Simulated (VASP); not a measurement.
# Settings for C: Bader charges

C, P6_3/mmc (no. 194), 4 atoms in the cell. PBE, Bader analysis of the density; PAW potentials C (PBE set). VASP 6.6.1.

Wanted: Bader charges within 0.02 e; Bader volumes within 2 %.

Bader charges: positive where electrons are lost; found after the run by Yu and Trinkle's weights, with regions from AECCAR0 + AECCAR2 (from CHGCAR where LAECHG is off, as in the naive input) and electrons from CHGCAR.

POSCAR:
```
C
1.0
    2.4610000000      0.0000000000      0.0000000000
   -1.2305000000      2.1312885187      0.0000000000
    0.0000000000      0.0000000000      6.7080000000
C
4
Direct
    0.0000000000      0.0000000000      0.2500000000
    0.0000000000      0.0000000000      0.7500000000
    0.3333333333      0.6666666667      0.2500000000
    0.6666666667      0.3333333333      0.7500000000
```

The series start from Fine FFT grid: 40 × 40 × 108; Cutoff ENCUT (eV): 500; k mesh: 9 × 9 × 3; PREC: Accurate. Each series keeps the choices made before it, and each single choice may use up half of a tolerance.

## Fine FFT grid

| Fine FFT grid | Bader charges, largest deviation (e) | Bader volumes, largest deviation against the largest value | SCF iterations | Time (s) |
|---|---|---|---|---|
| 22 × 22 × 56 | 0.026 | 0.61 % | 12 | 4.2 |
| 28 × 28 × 80 | 0.049 | 1.1 % | 12 | 4.3 |
| 40 × 40 × 108 | 0.038 | 0.87 % | 12 | 5.4 |
| 50 × 50 × 140 | 0.002 | 0.034 % | 12 | 10 |
| 64 × 64 × 168 | 0.017 | 0.41 % | 12 | 13 |
| 80 × 80 × 210 | 0.022 | 0.46 % | 12 | 21 |
| 96 × 96 × 264 (reference) | 0.000 | 0 % | 12 | 41 |

## Cutoff ENCUT (eV)

| Cutoff ENCUT (eV) | Bader charges, largest deviation (e) | Bader volumes, largest deviation against the largest value | SCF iterations | Time (s) |
|---|---|---|---|---|
| 250 | 0.336 | 7 % | 12 | 37 |
| 300 | 0.028 | 0.86 % | 12 | 34 |
| 350 | 0.011 | 0.41 % | 12 | 35 |
| 400 | 0.007 | 0.1 % | 12 | 36 |
| 500 | 0.006 | 0.11 % | 12 | 41 |
| 600 | 0.004 | 0.056 % | 12 | 41 |
| 750 (reference) | 0.000 | 0 % | 12 | 36 |

## k mesh

| k mesh | Bader charges, largest deviation (e) | Bader volumes, largest deviation against the largest value | SCF iterations | Time (s) |
|---|---|---|---|---|
| 4 × 4 × 2 | 0.000 | 0.034 % | 13 | 38 |
| 5 × 5 × 2 | 0.000 | 0.023 % | 12 | 37 |
| 7 × 7 × 3 | 0.000 | 0.023 % | 12 | 42 |
| 9 × 9 × 3 | 0.000 | 0.045 % | 12 | 36 |
| 11 × 11 × 4 | 0.000 | 0.011 % | 12 | 40 |
| 14 × 14 × 5 | 0.000 | 0.011 % | 12 | 47 |
| 18 × 18 × 6 (reference) | 0.000 | 0 % | 12 | 54 |

## PREC

| PREC | Bader charges, largest deviation (e) | Bader volumes, largest deviation against the largest value | SCF iterations | Time (s) |
|---|---|---|---|---|
| Accurate | 0.000 | 0 % | 13 | 38 |
| Normal | 0.002 | 0.034 % | 13 | 43 |

## Question

The rows run from the loosest to the tightest (no order: PREC). For each series: choose the loosest value from which every tighter one stays within half of the tolerance; where there is no order, keep the first row unless others stay within half of the tolerance and take at least 30 % less time, and then take the fastest.

## Answer

- Fine FFT grid: 96 × 96 × 264, the tightest run, since the next looser one is off by more than half of the tolerance (convergence isn't shown beyond it)
- Cutoff ENCUT (eV): 400
- k mesh: 4 × 4 × 2
- PREC: Accurate

## All choices together

| Input | Bader charges, largest deviation (e) | Bader volumes, largest deviation against the largest value | Time (s) |
|---|---|---|---|
| pseudo valence density as the reference, default grid (naive) | 0.046 | 1 % | 3.3 |
| chosen settings | 0.006 | 0.068 % | 38 |
| reference settings throughout | 0.000 | 0 % | 65 |

The chosen settings stay within the tolerance of the reference run, but the reference itself isn't shown to be converged in: Fine FFT grid.

Values of the reference run: Bader charges: -0.0129, -0.0129, 0.0129, 0.0129 e; Bader volumes: 8.732, 8.732, 8.86, 8.86 Å³.

## The input

INCAR:
```
SYSTEM = C
PREC = Accurate
ENCUT = 400
EDIFF = 1E-6
ISMEAR = 0
SIGMA = 0.05
LASPH = .True.
LREAL = .False.
ALGO = Normal
NELM = 120
LWAVE = .False.
LCHARG = .True.
NBANDS = 16
KPAR = 4
GGA = PE
LAECHG = .True.
LORBIT = 11
NGXF = 96
NGYF = 96
NGZF = 264
```

KPOINTS:
```
Automatic mesh
0
Gamma
  4 4 2
  0 0 0
```

Commands:
```
cat potpaw_PBE.64/C/POTCAR > POTCAR
mpirun -np 4 vasp_std > vasp.out
```

Limits: the charges usually drift with the spacing of the fine grid, so the finest grid run can still be off by some thousandths to hundredths of an electron.

The chosen input took VASP 6.6.1 38 s on 4 cores (Intel Xeon Platinum 8259CL @ 2.50GHz (Skylake/Cascade Lake)), a shared host.
